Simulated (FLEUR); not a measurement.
Runs of FLEUR MaX-R8.1 (later development tree) on GaN. Symmetry: F-43m, No. 216, cubic system. Conventional cell: a = 4.507 Å, b = 4.507 Å, c = 4.507 Å, α = 90.00°, β = 90.00°, γ = 90.00°. Ga (site symmetry -43m) has 4 N at 1.95 Å as nearest neighbours. Around N (site symmetry -43m) lie 4 Ga at 1.95 Å. The cell is a database's computed one.

| task | level | gmax | muffin-tin radii | max iterations | mixing factor | mixer | kmax | gap on the mesh (eV) | V0 of scaled cells (Å³/atom) | B0 (GPa) |
| --- | --- | --- | --- | --- | --- | --- | --- | --- | --- | --- |
| equation of state | SCAN | 16.2 1/bohr | Ga 1.88, N 1.44 bohr | - | - | - | 5.21 1/bohr | - | 11.35 | 197 |
| band structure | AM05 | 15.7 1/bohr | Ga 1.94, N 1.48 bohr | 60 | 0.05 | Anderson | 5.05 1/bohr | (a) | - | - |
| single point | PBE | 15.1 1/bohr | Ga 1.88, N 1.44 bohr | 60 | 0.05 | Anderson | 4.86 1/bohr | 1.73 | - | - |
| equation of state | PBE | 15.1 1/bohr | Ga 1.88, N 1.44 bohr | - | - | - | 4.86 1/bohr | - | 11.75 | 174 |
| equation of state | PBEsol | 16.2 1/bohr | Ga 1.88, N 1.44 bohr | - | - | - | 5.21 1/bohr | - | 11.37 | (b) |

Alike in all rows: potentials or basis all-electron, FLAPW; no spin polarisation; cell as given; k mesh 10 × 10 × 10; smearing fermi-dirac 0.05 eV.

**Question.** Estimate the missing entries.

**Answer.** (a) 1.77; (b) 188.

Caveats: the meta-GGA is that of a development version, with a GGA for the radial functions and cores and without core tails (some runs); the plane-wave cutoff is short for the semicore states, which can make moduli rough (some runs).

A k mesh can miss the band edges, and the runs leave out spin-orbit coupling on Ga.

Not every run made on this cell is shown here.
